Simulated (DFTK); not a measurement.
A run of DFTK 0.8.2:

Contents of run.jl:

```julia
using DFTK
using PseudoPotentialData
using Unitful, UnitfulAtomic
using LinearAlgebra, Printf
include("save.jl")
disable_threading()

lines     = readlines("MgS.xyz")
cell_ang  = reshape(parse.(Float64, split(match(r"Lattice=\"([^\"]+)\"", lines[2])[1])), 3, 3)
lattice   = austrip(1u"Å") * cell_ang
symbols   = [Symbol(split(l)[1]) for l in lines[3:end]]
positions = [round.(cell_ang \ parse.(Float64, split(l)[2:4]); digits=9) for l in lines[3:end]]
pseudopotentials = Dict(:Mg => "Mg.upf", :S => "S.upf")
elements = Dict(s => ElementPsp(s, pseudopotentials; rcut=10.0) for s in unique(symbols))
atoms    = [elements[s] for s in symbols]

build_model(lattice, positions; symmetries=true) =
    model_DFT(lattice, atoms, positions;
              functionals=r2SCAN(),
              temperature=austrip(0.05u"eV"),
              smearing=Smearing.FermiDirac(),
              symmetries)
Ecut  = 45.0  # hartree
kgrid = [5, 5, 5]
tol   = 1e-6
to_GPa = ustrip(uconvert(u"GPa", 1u"hartree/bohr^3"))

results["points"] = []
for scale in [0.94, 0.96, 0.98, 1.0, 1.02, 1.04, 1.06]
    println("\n=== scale = ", scale)
    model = build_model(cbrt(scale) * lattice, positions)
    basis = PlaneWaveBasis(model; Ecut, kgrid)
    t0 = time()
    scfres = self_consistent_field(basis;
                                   tol,
                                   nbandsalg=AdaptiveBands(model; n_bands_converge=13))
    seconds = time() - t0
    @printf "SCF: %d iterations, %.1f s\n" scfres.n_iter seconds
    forces = compute_forces_cart(scfres)
    stress = compute_stresses_cart(scfres)
    @printf "V = %.5f Å^3  F = %.8f Ha  max force = %.5f eV/Å  p = %.4f GPa\n" ustrip(auconvert(u"Å^3", model.unit_cell_volume)) scfres.energies.total ustrip(auconvert(u"eV/Å", maximum(norm, forces))) (-tr(stress) / 3 * to_GPa)
    push!(results["points"], save_scf!(scfres; forces, stress, d=Dict{String,Any}("seconds" => seconds, "n_matvec" => get(scfres, :n_matvec, 0))))
end

# third-order Birch-Murnaghan fit in x = V^(-2/3)
V = [0.94, 0.96, 0.98, 1.0, 1.02, 1.04, 1.06] * abs(det(lattice))
E = [p["total"] for p in results["points"]]
x = V .^ (-2 / 3)
c = [x .^ 0 x x .^ 2 x .^ 3] \ E
Δ = c[3]^2 - 3c[2] * c[4]
if Δ > 0
    x0 = (-c[3] + sqrt(Δ)) / 3c[4]
    B0 = 4 / 9 * x0^(7 / 2) * (2c[3] + 6c[4] * x0)
    @printf "V0 = %.4f Å^3  B0 = %.2f GPa\n" ustrip(auconvert(u"Å^3", x0^(-3 / 2))) B0 * to_GPa
end
```

The input MgS.xyz:

```xyz
2
Lattice="0.0000000000 2.6016500000 2.6016500000 2.6016500000 0.0000000000 2.6016500000 2.6016500000 2.6016500000 0.0000000000" Properties=species:S:1:pos:R:3 pbc="T T T"
S      2.6016500000      2.6016500000      2.6016500000
Mg     0.0000000000      0.0000000000      0.0000000000
```

Potentials or basis: SG15 1.2 (PBE).

The run is started by

```sh
$ julia --threads=1 run.jl  # save.jl only writes the numbers to a file and isn't shown; printed stress counts tension as positive; times include loading and compiling
```

Hardware: 1 thread of Intel(R) Xeon(R) 6975P-C (Granite Rapids), with other jobs on the host.

Problem. Estimate the wall time of this run.

Solution. Wall time 9.3 min on 1 thread of Intel(R) Xeon(R) 6975P-C (Granite Rapids), with other jobs on the host, peak memory 1.5 GiB. Counts: scf iterations 64, bands 13.
